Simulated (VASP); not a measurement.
Set up this calculation in VASP 6.6.1, as the native input.

```
Task                            : G0W0 quasiparticle levels
Functional                      : PBE
Potentials or basis             : VASP PAW PBE potentials, release 64 (Sn_d_GW, Se_GW)
Cutoff                          : 450 eV
k mesh                          : 4 × 4 × 2
Occupations                     : gaussian, width 0.01 eV
Spin                            : no spin polarisation
GW scheme                       : G0W0
GW iterations                   : 1
Cutoff of the response function : 150
Frequency points                : 50
Empty bands                     : 321
Further INCAR settings          : ALGO = EVGW0; EDIFF = 1e-08; NBANDS = 334
```

The system is SnSe2.

```
Sn Se
1.0
     3.81100    0.00000    0.00000
    -1.90550    3.30042    0.00000
     0.00000    0.00000    6.13600
Sn Se
1 2
Cartesian
  0.0000 0.0000 0.0000
  1.9055 1.1001 4.6081
  0.0000 2.2003 1.5279
```

One way to write it, as run:

POSCAR

```
SnSe2
1.0
    3.8110000000      0.0000000000      0.0000000000
   -1.9055000000      3.3004228138      0.0000000000
    0.0000000000      0.0000000000      6.1360000000
Sn Se
1 2
Direct
    0.0000000000      0.0000000000      0.0000000000
    0.6666666667      0.3333333333      0.7510000000
    0.3333333333      0.6666666667      0.2490000000
```

INCAR.step1

```
ALGO     = Normal         # electronic algorithm
EDIFF    = 1E-8           # SCF threshold, eV
ENCUT    = 450            # plane-wave cutoff, eV
GGA      = PE             # functional
ISMEAR   = 0              # smearing method
LASPH    = True           # aspherical terms in the spheres
LCHARG   = False          # write CHGCAR
LREAL    = False          # projectors in reciprocal space
LWAVE    = True           # write WAVECAR
NELM     = 60             # most SCF steps
PREC     = Accurate       # precision mode
SIGMA    = 0.01           # smearing width, eV
```

INCAR.step2

```
ALGO     = Exact          # electronic algorithm
EDIFF    = 1E-8           # SCF threshold, eV
ENCUT    = 450            # plane-wave cutoff, eV
GGA      = PE             # functional
ISMEAR   = 0              # smearing method
ISTART   = 1            
LASPH    = True           # aspherical terms in the spheres
LCHARG   = False          # write CHGCAR
LOPTICS  = True           # frequency-dependent dielectric function
LREAL    = False          # projectors in reciprocal space
LWAVE    = True           # write WAVECAR
NBANDS   = 334            # bands
NELM     = 1              # most SCF steps
PREC     = Accurate       # precision mode
SIGMA    = 0.01           # smearing width, eV
```

INCAR.step3

```
ALGO     = EVGW0          # electronic algorithm
EDIFF    = 1E-8           # SCF threshold, eV
ENCUT    = 450            # plane-wave cutoff, eV
ENCUTGW  = 150            # cutoff of the response function
GGA      = PE             # functional
ISMEAR   = 0              # smearing method
ISTART   = 1            
LASPH    = True           # aspherical terms in the spheres
LCHARG   = False          # write CHGCAR
LREAL    = False          # projectors in reciprocal space
LWAVE    = False          # write WAVECAR
NBANDS   = 334            # bands
NBANDSGW = 21           
NELMGW   = 1            
NOMEGA   = 50             # frequency points
PREC     = Accurate       # precision mode
PRECFOCK = Fast         
SIGMA    = 0.01           # smearing width, eV
```

KPOINTS

```
k-points
0
Gamma
  4 4 2
```

Potentials or basis: VASP PAW PBE potentials, release 64 (Sn_d_GW, Se_GW).

Command:

```console
$ cat potpaw_PBE.64/Sn_d_GW/POTCAR potpaw_PBE.64/Se_GW/POTCAR > POTCAR
$ cp INCAR.step1 INCAR
$ mpirun -np 1 vasp_std > vasp.out
$ cp INCAR.step2 INCAR
$ mpirun -np 1 vasp_std > vasp.out
$ cp INCAR.step3 INCAR
$ mpirun -np 1 vasp_std > vasp.out
```

Results of the run:

```yaml
Band_gap_on_the_k_mesh_mean-field_level: 0.87 eV, indirect (least direct gap 1.08 eV)
Quasiparticle_gap: 1.43 eV
Least_direct_quasiparticle_gap: 1.74 eV
```

Caveat: the k mesh is coarse (spacing up to 0.51 Å⁻¹), so the values aren't converged; bands, screening cutoff and mesh are small and nothing is extrapolated, so the quasiparticle values aren't converged; spin-orbit coupling is left out, which moves the levels of the heavy elements.

Wall time 6.9 min on 1 thread of Intel(R) Xeon(R) 6975P-C (Granite Rapids), on a shared host, peak memory 0.87 GiB.
